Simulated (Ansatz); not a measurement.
# Co: the cost of one run

Method: DFT PBE, scalar-relativistic, plane waves, PAW, in Ansatz 0.2.0.

**1. The structure to begin with**

The structure is trigonal, space group P3_121 (No. 152). Conventional cell: a = 3.232 Å, b = 3.232 Å, c = 3.667 Å, α = 90.00°, β = 90.00°, γ = 120.00°. Around Co (site symmetry 2) lie 2 Co at 1.76 Å.

As a file:

```
CELL_PARAMETERS angstrom
3.23218 0.00000 0.00000
-1.61609 2.79915 0.00000
0.00000 0.00000 3.66702
ATOMIC_POSITIONS crystal
Co 0.22540 0.00000 0.33333
Co 0.00000 0.22540 0.66667
Co 0.77460 0.77460 0.00000
```

(A quick probe on a coarse mesh, which set the mesh and smearing, is not shown.)

**3. Rough relaxation on the coarse mesh**

File input.yaml:

```yaml
crystal:
  lattice:
    - [3.2321793139, 0.0, 0.0]
    - [-1.616089657, 2.7991493955, 0.0]
    - [0.0, 0.0, 3.6670156285]
  atoms:
    - { symbol: Co, position: [0.2254, 0.0, 0.3333333333], spin: 0.16 }
    - { symbol: Co, position: [0.0, 0.2254, 0.6666666667], spin: 0.16 }
    - { symbol: Co, position: [0.7746, 0.7746, 0.0], spin: 0.16 }
basis:
  ecutwfc: 420
kpoints:
  mp_grid: { grid: [6, 6, 6] }
hamiltonian:
  xc: pbe
scf:
  occupations: { method: gaussian, width: 0.1 }
  lower_state_search: "off"
output:
  forces: true
  stress: true
  eigenvalues: true
  populations: true
magnetization:
  spin_polarized: true
relax:
  adjacent_minimum: "off"
  f_tol: 0.04
  max_steps: 70
  cell: { stress_tol: 0.4 }
```

What time and memory should one allow on 1 thread of an x86-64 CPU, shared host?

About 3.9 min, with a peak of 0.47 GiB.
